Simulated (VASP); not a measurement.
Write the native input for VASP 6.6.1 that does the following.

```
Task                               : band structure
Functional                         : PBE0
Potentials or basis                : VASP PAW PBE potentials, release 64 (S, Mg)
Cutoff                             : 520 eV
k mesh                             : 6 × 6 × 6
Occupations                        : gaussian, width 0.02 eV
Spin                               : no spin polarisation
Ladder                             : gaps
Grid for exact exchange (PRECFOCK) : Fast
Exchange at q = 0                  : truncated
Further INCAR settings             : ALGO = Normal; EDIFF = 1e-07; NBANDS = 11
```

MgS:

```
CELL_PARAMETERS angstrom
0.00000 2.83312 2.83312
2.83312 0.00000 2.83312
2.83312 2.83312 0.00000
ATOMIC_POSITIONS crystal
S 0.25000 0.25000 0.25000
Mg 0.00000 0.00000 0.00000
```

The cell comes from a database or a generator and needn't be the stable form of this composition.

The input as run:

POSCAR

```
MgS
1.0
    0.0000000000      2.8331200468      2.8331200468
    2.8331200468      0.0000000000      2.8331200468
    2.8331200468      2.8331200468      0.0000000000
S Mg
1 1
Direct
    0.2500000000      0.2500000000      0.2500000000
    0.0000000000      0.0000000000      0.0000000000
```

INCAR.step1

```
ALGO = Normal
EDIFF = 1E-5
ENCUT = 520
GGA = PE
ISIF = 2
ISMEAR = 0
KPAR = 4
LASPH = True
LCHARG = False
LREAL = False
LWAVE = True
NBANDS = 11
NELM = 100
PREC = Accurate
SIGMA = 0.02
```

INCAR.step2

```
AEXX = 0.25
ALGO = Normal
EDIFF = 1E-7
ENCUT = 520
GGA = PE
HFRCUT = -1
ISIF = 2
ISMEAR = 0
ISTART = 1
KPAR = 4
LASPH = True
LCHARG = False
LHFCALC = True
LREAL = False
LWAVE = False
NBANDS = 11
NELM = 100
PREC = Accurate
PRECFOCK = Fast
SIGMA = 0.02
```

KPOINTS

```
k-points
0
Gamma
  6 6 6
```

KPOINTS_OPT

```
path GXWKGLUWLK,UX
12
line-mode
reciprocal
 0.0000000000  0.0000000000  0.0000000000  G
 0.5000000000  0.0000000000  0.5000000000  X

 0.5000000000  0.0000000000  0.5000000000  X
 0.5000000000  0.2500000000  0.7500000000  W

 0.5000000000  0.2500000000  0.7500000000  W
 0.3750000000  0.3750000000  0.7500000000  K

 0.3750000000  0.3750000000  0.7500000000  K
 0.0000000000  0.0000000000  0.0000000000  G

 0.0000000000  0.0000000000  0.0000000000  G
 0.5000000000  0.5000000000  0.5000000000  L

 0.5000000000  0.5000000000  0.5000000000  L
 0.6250000000  0.2500000000  0.6250000000  U

 0.6250000000  0.2500000000  0.6250000000  U
 0.5000000000  0.2500000000  0.7500000000  W

 0.5000000000  0.2500000000  0.7500000000  W
 0.5000000000  0.5000000000  0.5000000000  L

 0.5000000000  0.5000000000  0.5000000000  L
 0.3750000000  0.3750000000  0.7500000000  K

 0.6250000000  0.2500000000  0.6250000000  U
 0.5000000000  0.0000000000  0.5000000000  X
```

Potentials or basis: VASP PAW PBE potentials, release 64 (S, Mg).

Launch:

```sh
$ cat potpaw_PBE.64/S/POTCAR potpaw_PBE.64/Mg/POTCAR > POTCAR
$ cp INCAR.step1 INCAR
$ mpirun -np 4 vasp_std > vasp.out
$ cp INCAR.step2 INCAR
$ mpirun -np 4 vasp_std > vasp.out
```

It gave:

- Pressure: -0.3 GPa
- Band gap on the k mesh: 5.18 eV, direct
- Band gap along the path: 5.18 eV, direct

Caveat: the PAW data sets were made with another functional, which shifts forces and pressure a little.

Run time: 12 min on 4 MPI ranks on Intel(R) Xeon(R) Platinum 8488C (Sapphire Rapids), on a shared host, peak memory 0.26 GiB a rank.
